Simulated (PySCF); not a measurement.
Peak assignment

Mapped SMILES: `[CH3:1][CH2:2][CH2:3][NH2:4]`. Hydrogens are named by the atom that carries them.

Computational details: spin–spin couplings from B3LYP/pcJ-1 (spin–dipole term only in couplings to heteroatoms), geometry: GFN2-xTB, GIAO PBE0/pcSseg-1 shieldings, in PySCF 2.14.0 with density-fitted response routines (relativity neglected, equivalent nuclei averaged, one computed conformer, gas phase).

Scale: $^{13}$C (σ = 186.93 ppm), $^{1}$H (σ = 31.72 ppm) against TMS (reference shieldings calculated alike).

Question: Assign these signals to the numbered atoms. $^{13}$C{$^{1}$H} NMR (computed): δ 51.0 (CH2), 30.6 (CH2), 14.0 (CH3).

Answer: 
51.0 → C3, sp3 CH2 bonded to N: deshielded by the electronegative neighbour
30.6 → C2, sp3 CH2: a saturated carbon with 2 carbon neighbours and no heteroatom attached
14.0 → C1, methyl carbon: saturated and bonded to C and H only

Question: Assign these signals to the numbered atoms. $^{1}$H NMR (400 MHz, computed): δ 2.87 (t, J = 7.2 Hz, 2H), 1.49 (sext, J = 7.6 Hz, 2H), 0.99 (t, J = 7.8 Hz, 3H), 0.52 (br s, 2H).

Answer: 
2.87 → H(C3), hydrogen on an sp3 CH2 bonded to N: its carbon carries N, which withdraws density
1.49 → H(C2), hydrogen on an sp3 CH2
0.99 → H(C1), hydrogen on a methyl carbon: far from electronegative atoms and π systems
0.52 → H(N4), hydrogen on an amine nitrogen: exchangeable; this is the value without hydrogen bonding to other molecules

The OH or NH signal is concentration- and solvent-dependent in practice; the value given is the gas-phase one. Splittings below 1 Hz are ignored in the labels, and close J values are merged. Unscaled 3J(H,H) at this level run about 10 % above measured values. Shifts are as computed. Against solution values, carbons near 30 ppm lie about +3 ppm off and those near 130 ppm about +5 ppm. Of 1211 compounds with measured shifts, 218 miss one by over three times the rms of a fit or turn the order of signals round; such compounds aren't used in these exercises. Couplings to exchangeable protons are dropped. Chain 3J(H,H) values assume equally populated staggered rotamers: (2 J gauche + J anti)/3.
